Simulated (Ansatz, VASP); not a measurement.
Zn2Si2N in VASP and in Ansatz

Contents of INCAR:

```
ALGO = Normal
EDIFF = 1E-6
ENCUT = 520
GGA = PE
ISIF = 2
ISMEAR = 0
LASPH = T
LCHARG = F
LREAL = F
LWAVE = F
NBANDS = 26
NELM = 80
PREC = Accurate
SIGMA = 0.1
```

Contents of KPOINTS:

```
k-points
0
Gamma
  6 6 4
```

Contents of POSCAR:

```
Zn2Si2N
1.0
    3.6370033600      0.0000000000      0.0000000000
    0.0000000000      3.6370033600      0.0000000000
    0.0000000000      0.0000000000      5.7455930500
Zn Si N
2 2 1
Direct
    0.0000000000      0.0000000000      0.2651146300
    0.0000000000      0.0000000000      0.7348853700
    0.0000000000      0.5000000000      0.5000000000
    0.5000000000      0.0000000000      0.5000000000
    0.0000000000      0.0000000000      0.0000000000
```

Input for Ansatz:

```yaml
crystal:
  lattice:
    - [3.63700336, 0.0, 0.0]
    - [0.0, 3.63700336, 0.0]
    - [0.0, 0.0, 5.74559305]
  atoms:
    - { symbol: Zn, position: [0.0, 0.0, 0.26511463] }
    - { symbol: Zn, position: [0.0, 0.0, 0.73488537] }
    - { symbol: Si, position: [0.0, 0.5, 0.5] }
    - { symbol: Si, position: [0.5, 0.0, 0.5] }
    - { symbol: "N", position: [0.0, 0.0, 0.0] }
basis:
  ecutwfc: 420
kpoints:
  mp_grid: { grid: [6, 6, 4] }
hamiltonian:
  xc: pbe
scf:
  occupations: { method: gaussian, width: 0.1 }
  lower_state_search: "off"
output:
  forces: true
  stress: true
  eigenvalues: true
```

Alike in both runs: task single point; functional PBE; k mesh 6 × 6 × 4; occupations gaussian, width 0.1 eV; no spin polarisation.

```csv
,VASP,Ansatz
version,VASP 6.6.1,Ansatz 0.2.0
potentials or method,"VASP PAW PBE potentials, release 64 (Zn, Si, N)","scalar-relativistic, plane waves, PAW"
plane-wave cutoff (eV),520,420
valence electrons in the cell,37,37
```

Ansatz gave:

| Property | Result |
| --- | --- |
| gap on the k mesh at the Fermi level (eV) | none |
| rms of the force components (eV/Å) | 2.181 |

**Question.** Estimate VASP's values.

**Answer.** gap on the k mesh at the Fermi level (eV): none; rms of the force components (eV/Å): 2.258.

Atom by atom the forces differ by 0.078 eV/Å (rms over components). A gap of «none» marks a metal or a gap that the smearing closes.

Caveats: forces of over 1 eV/Å show positions far from the minimum, so gaps and moduli don't describe the material at rest.
